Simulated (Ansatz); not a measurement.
**Run record: effective masses from band slopes of AgCl (Fm-3m)**

Method: PBEsol, all-electron LAPW in Ansatz 0.2.0, scalar-relativistic.

The run reads the converged density of an earlier one (folder ck) and solves the listed points alone.

Command:

```sh
ansatz run input.yaml --threads 1 --pin off --max-ram 3072MiB --backend cpu --events-out ev --progress --plain --runs-dir out
```

Input:

```yaml
crystal:
  lattice:
    - [0.0, 2.735, 2.735]
    - [2.735, 0.0, 2.735]
    - [2.735, 2.735, 0.0]
  atoms:
    - { symbol: Ag, position: [0.0, 0.0, 0.0] }
    - { symbol: Cl, position: [0.5, 0.5, 0.5] }
kpoints:
  mp_grid: { grid: [8, 8, 8] }
scf:
  occupations: { method: fixed }
hamiltonian:
  xc: pbesol
  pseudopotentials: { kind: all_electron, lapw: { basis_error: 0.001 } }
output:
  eigenstates:
    kpoints:
      - [0.0, 0.0, 0.0]
      - [0.0, 0.002176444, 0.002176444]
      - [0.0, 0.004352888, 0.004352888]
      - [0.0, 0.008705775, 0.008705775]
      - [0.002176444, 0.0, 0.002176444]
      - [0.004352888, 0.0, 0.004352888]
      - [0.008705775, 0.0, 0.008705775]
      - [0.002176444, 0.002176444, 0.0]
      - [0.004352888, 0.004352888, 0.0]
      - [0.008705775, 0.008705775, 0.0]
      - [0.001538978, 0.001538978, 0.003077956]
      - [0.003077956, 0.003077956, 0.006155913]
      # ... 25 further points ...
      - [0.010052564, 0.010052564, -0.489947436]
      - [-0.000888529, -0.000888529, -0.498222941]
      - [-0.001777059, -0.001777059, -0.496445882]
      - [-0.003554118, -0.003554118, -0.492891764]
    de_dk: true
    e_range: [-3, 3.727476134014]
checkpoint:
  read: ck
  post_process_only: true
```

Output:

```
Warning: RAYON_NUM_THREADS=1 ignored (pool sized by the plan → 1); use --threads N
LAPW: plane waves up to 7.549 Å⁻¹, error target 1.0e-3 eV per atom; small_component_spin mean_spin; Cl in spheres of 1.226 Å, 15 of its electrons in bands, Dirac shells []; Ag in spheres of 1.509 Å, 19 of its electrons in bands, ...
Engine: ansatz 0.2.0, x86_64-unknown-linux-gnu
Pseudopotentials: kind: all_electron
Pseudopotential: Ag, LAPW, valence charge 19, lapw/all_electron/scalar/gaussian/Ag, Koelling and Harmon's equation, gaussian nucleus
Pseudopotential: Cl, LAPW, valence charge 15, lapw/all_electron/scalar/gaussian/Cl, Koelling and Harmon's equation, gaussian nucleus
Functional definition: PBEsol
  exchange = pbesol_x
  correlation = pbesol_c
Crystal: 2 atoms, lattice volume = 40.917 Å³
Basis set: ecut = 217.10927496514108 eV, 307 PW (Γ), exchange–correlation at level 2
Bands: 21, of which v1, the nominal top of the filled ones, is band 17 counted from 1 (16 counted from 0)
Symmetry: 48 space group operations
Space group: Fm-3m (ITA 225), of the structure as read, at distance tolerance 3.4e-5 Å
k-points: 29 of 512
Non-local potential: Ag, projectors of the file, none
Non-local potential: Cl, projectors of the file, none
Initial density: read from a saved state, or passed on in memory by an earlier SCF of this step, an earlier step, the calling program or the single point that the run made first
Stability of the state it starts from, as read at its close in the unpolarized treatment: not read negative (Ritz values of 1 − χ₀K, real part plus size of imaginary part, from 0.94 to 1.0, by its mixing steps under the symmetry ...
Initial wavefunctions: plane waves of lowest kinetic energy (no species holds an atomic orbital)
Functional: x = pbesol(κ = 0.804, μ = 0.12345679012345678), c = pbesol(β = 0.046)
NSCF: frozen V_eff on 29 k-points
SCF 1: post-processed at a frozen density
NSCF: frozen V_eff on 41 k-points
post-processed at a frozen density (a non-self-consistent diagonalisation pass)
Frozen density: held to its close (this run's Kohn–Sham map moves it by 0.754 times the closing residual that it is held to, a close tighter than 2.5e-8 e/Å³ being held as that figure; up to 4 times is held)
Free energy (F): -157128.114724 eV
Harris-Foulkes:  -157128.114724 eV  (|F-HF|=1.16e-10)
Internal energy: -157128.114724 eV  (E = F + TS)
E sigma→0 (E₀):  -157128.114724 eV
Fermi energy:    9.664875 eV
--- Per-component energies (eV) ---
  E_band       = -1846.171634
  E_kinetic    = 163765.403783
  E_xc         = -4745.802546
  E_electrostatic = -316147.715961  (all electrons and nuclei)
  E_smearing   = -0.000000  (= −TS)
  E_closure    = 0.000000  (closes the sum)
  Σ components = -157128.114724   (vs F -157128.114724, Δ=0.00e0)
```

The pass finished at the stored density.

Head of eigenstates.tsv:

```
# spin	ik	k_frac_1	k_frac_2	k_frac_3	k_cart_x_inv_ang	k_cart_y_inv_ang	k_cart_z_inv_ang	n_plane_waves	band	set	set_size	e_ev	residual_ev	de_dk_x_ev_times_ang	de_dk_y_ev_t
# format = ansatz-eigenstates/6
# source = listed_points
# n_kpoints = 41
# n_rows = 281
# density_source = read
# density_dr2_ev = 1.5469574619231718e-13
# fermi_ev = 9.66487457274344e0
# fermi_mp_grid = 8 8 8
# fermi_mp_shift = 0 0 0
# fermi_n_kpoints = 29
# fermi_n_bands = 21
# fermi_largest_filled_residual_ev = 9.670022952053985e-6
# vbm_ev = 9.66487457274344e0
# cbm_ev = 1.0392350706755058e1
# band_edge_residuals_ev = 6.671460752802543e-7 6.680083973592711e-7
# n_electrons = 3.4e1
# occupation_method = fixed
# xc_rung = gga
# e_minus_fermi_range_ev = -3e0 3.727476134014e0
# overlap = augmented
# smooth_dims = 18 18 20
# scf_smooth_dims = 18 20 20
# fft_grid_basis = 1 0 0 0 1 0 0 0 1
# n_bands_solved = 25
# n_bands_printed_max = 21
# set_resolution_ev = 3.543826885540145e-6
# degenerate_levels = group_imposed
```

**Band extrema**

Band extrema of a crystal from Kohn-Sham levels and slopes, searched on the fine mesh and refined; masses in electron masses from slopes a step away, negative for holes; Cartesian axes as in the input; principal masses of single bands.

* Fine mesh: 16, 16, 16
* Band gap: 0.7275 eV
* Least direct gap on mesh: 2.995 eV

```csv
side,point,k a (r.l.u.),k b (r.l.u.),k c (r.l.u.),valleys,level (eV over the valence top),mass light (mₑ),mass middle (mₑ),mass heavy (mₑ)
conduction,Gamma,0,0,0,1,0.727,0.2538,0.2538,0.2538
valence,L,0,0,-0.5,4,0,–,–,–
```

### Masses along directions

Branches counted from each extremum; the finite step makes the lightest masses up to 3 per cent heavy.

```
Fine mesh : 16, 16, 16
```

| side | point | k a (r.l.u.) | k b (r.l.u.) | k c (r.l.u.) | direction | number | level from its edge (eV) | band mass (mₑ) |
| --- | --- | --- | --- | --- | --- | --- | --- | --- |
| conduction | Gamma | 0 | 0 | 0 | 100 | 1 | 0 | 0.2538 |
| conduction | Gamma | 0 | 0 | 0 | 010 | 1 | 0 | 0.2538 |
| conduction | Gamma | 0 | 0 | 0 | 001 | 1 | 0 | 0.2538 |
| conduction | Gamma | 0 | 0 | 0 | 110 | 1 | 0 | 0.2538 |
| conduction | Gamma | 0 | 0 | 0 | 111 | 1 | 0 | 0.2538 |
| conduction | Gamma | 0 | 0 | 0 | 11-2 | 1 | 0 | 0.2538 |
| valence | L | 0 | 0 | -0.5 | 100 | 1 | 0 | -5.869 |
| valence | L | 0 | 0 | -0.5 | 100 | 2 | 0 | -0.3373 |
| valence | L | 0 | 0 | -0.5 | 010 | 1 | 0 | -5.869 |
| valence | L | 0 | 0 | -0.5 | 010 | 2 | 0 | -0.3373 |
| valence | L | 0 | 0 | -0.5 | 001 | 1 | 0 | -5.869 |
| valence | L | 0 | 0 | -0.5 | 001 | 2 | 0 | -0.3373 |
| valence | L | 0 | 0 | -0.5 | 110 | 1 | 0 | -1.207 |
| valence | L | 0 | 0 | -0.5 | 110 | 2 | 0 | -0.5453 |
| valence | L | 0 | 0 | -0.5 | 1-10 | 1 | 0 | -1.099 |
| valence | L | 0 | 0 | -0.5 | 1-10 | 2 | 0 | -0.3706 |
| valence | L | 0 | 0 | -0.5 | 111 | 1 | 0 | -0.6831 |
| valence | L | 0 | 0 | -0.5 | 111 | 2 | 0 | -0.5035 |
| valence | L | 0 | 0 | -0.5 | 11-2 | 1 | 0 | -1.85 |
| valence | L | 0 | 0 | -0.5 | 11-2 | 2 | 0 | -0.5534 |

Keep in mind: no spin-orbit coupling on heavy atoms; semilocal gaps are low, and what follows the gap (onsets, screening, light masses) shifts with it; without spin-orbit coupling, bands that meet at the valence top are not the light and heavy holes of experiment; the listed cell is idealised, measured hot or off later refinements.

Time and hardware: 4.3 s on 1 thread of Intel(R) Xeon(R) Platinum 8488C (Sapphire Rapids), on a shared host, peak memory 0.31 GiB.
